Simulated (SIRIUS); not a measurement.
## PbS under changes of volume

One of the cells (27.220 Å³/atom); the others are scaled copies at fixed shape and fractional positions:

```
CELL_PARAMETERS angstrom
2.12665 1.22782 3.47478
-2.12665 1.22782 3.47478
0.00000 -2.45565 3.47478
ATOMIC_POSITIONS crystal
Pb 0.98057 0.98057 0.98057
S 0.47504 0.47504 0.47504
```

The cell is a database's computed one.

- Program: SIRIUS 7.12.0
- Functional: PBE
- Potentials or basis: all-electron FP-LAPW
- Cutoff: 158 eV
- Basis: apw+lo standard
- k mesh: 8 × 8 × 8
- Occupations: fermi-dirac, width 0.05 eV
- Spin: no spin polarisation

```tsv
volume (Å³/atom)	energy over the lowest point (meV/atom)	gap on the mesh (eV)
25.085	?	?
25.618	15.44	0.31
26.152	6.36	0.39
27.220	0.00	0.52
27.753	2.27	0.58
28.287	7.48	0.64
```

Task: What does the run at 25.085 Å³/atom give?

Result: Energy over the lowest point 29.66 meV/atom; gap on the mesh 0.23 eV.

Worked out: A Birch-Murnaghan fit of order 3 (a polynomial in V^(-2/3)) to the other rows has its minimum at 27.14 Å³/atom with B0 = V·E''(V) = 53 GPa and B' = 3.6 at fixed shape and positions, which overstates the stiffness. It gives 29.03 meV/atom at 25.085 Å³/atom, against the run's 29.66. A straight line through the other rows of the gap, of slope 3.3 eV per unit of ln V (its deformation potential), extrapolates to 0.25 eV, against the run's 0.23.

Energies are extrapolated to zero smearing.

Caveats: spin-orbit coupling is left out, which as a rule narrows the gap of such compounds by several tenths of an eV.

A mesh can miss the band edges.
